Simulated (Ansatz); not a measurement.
# What DFT gives for CdO

```
Cd O
1.0
     0.00000    2.32684    2.32684
     2.32684    0.00000    2.32684
     2.32684    2.32684    0.00000
Cd O
1 1
Direct
  0.00000 0.00000 0.00000
  0.50000 0.50000 0.50000
```

Method: r2SCAN, no spin polarisation; PAW, plane waves to 500 eV, 12×12×12 Γ-centred mesh, fermi-dirac occupations (width 0.1 eV) (Ansatz 0.2.0), atoms fixed.

Q: Metal or insulator?

A: Counting bands on this mesh leaves a gap of 0.17 eV, but it is narrow, so a finer mesh and a narrower smearing would have to settle it.

Q: Describe some of the short contacts.

A: Cd–O at 2.33 Å: least valence density 0.36 e/Å³ and ELF 0.12 there. These are pseudo-fields; inside the PAW spheres they differ from the all-electron ones.

Q: What does the stress say?

A: The pressure is 5.4 GPa (compression positive), so with the atoms held at these fractions the cell would first expand.

Q: Which element gives electrons and which takes them?

A: Bader charges in e: Cd +1.25, O -1.25. In the mean Cd gives up most and O takes most.

Origin: a database entry at a rescaled volume. Caveats: the gap is not wide against the smearing.
